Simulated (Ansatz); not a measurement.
## Ca: pressure against volume per atom

Results calculated with Ansatz 0.2.0 development build, not measured. Equation of state of a cubic crystal from periodic Kohn-Sham density functional theory without spin; pressure corrected for the finite basis.

Cell of the first row (space group Pm-3m, No. 221):
```
Ca
1.0
      3.4505     0.0000     0.0000
      0.0000     3.4505     0.0000
      0.0000     0.0000     3.4505
Ca
1
Direct
  0.00000 0.00000 0.00000
```

Settings of every row: formula Ca; structure type simple cubic; functional PBE; spin treatment none; k mesh 11x11x11; occupation method fermi-dirac; occupation width 0.061225619 eV; wave cutoff 420 eV; datasets soft-1 PAW; density cutoff ratio 4.

Limits: a cubic model structure, not a phase known at ambient conditions; modest k-mesh, values are not fully converged in k.

| row | volume per atom (Å³) | pressure (GPa) | energy above lowest point (meV/atom) |
| --- | --- | --- | --- |
| 1 | 41.082 | 0.757 | 6.01 |
| 2 | 41.956 | 0.487 | 2.63 |
| 3 | 42.831 | 0.238 | 0.66 |
| 4 | 43.705 | ? | ? |
| 5 | 44.579 | -0.2 | 0.53 |
| 6 | 45.453 | -0.392 | 2.15 |
| 7 | 46.327 | -0.567 | 4.78 |

Question: what pressure should row 4 give?

Worked fit of pressure. Take u = (V_r/V)^(2/3) − 1 with V_r = 43.705 Å³ an atom, which is twice the finite (Eulerian) strain; such expansions in the strain, on which the Birch-Murnaghan equation of state is built, carry the rest volume and the bulk modulus. The shown rows have u = 0.04212, 0.0276, 0.01356, -0.01311, -0.02581, -0.0381. Least squares give pressure = 0.0095 + 16.417 × u + 32.72 × u² − 27 × u³ GPa; a parabola predicts inner rows, each left out in turn, worse (root mean square 0.00059 against 9.9e-05 GPa). All shown rows lie on it to the printed digit. The pressure vanishes at u = -0.0006, or V = 43.74 Å³ an atom, and there the bulk modulus at fixed shape and fractions is B = −V dP/dV = (2/3)(1 + u) dP/du = 10.9 GPa. The withheld row has u = 0, so the fit gives 0.0095 + 16.417 × (0) + 32.72 × (0)² − 27 × (0)³ = 0.009 GPa.

The calculation gave 0.009 GPa. The fit meets it to the printed digit.

The other values of row 4: energy above lowest point 0 meV/atom.
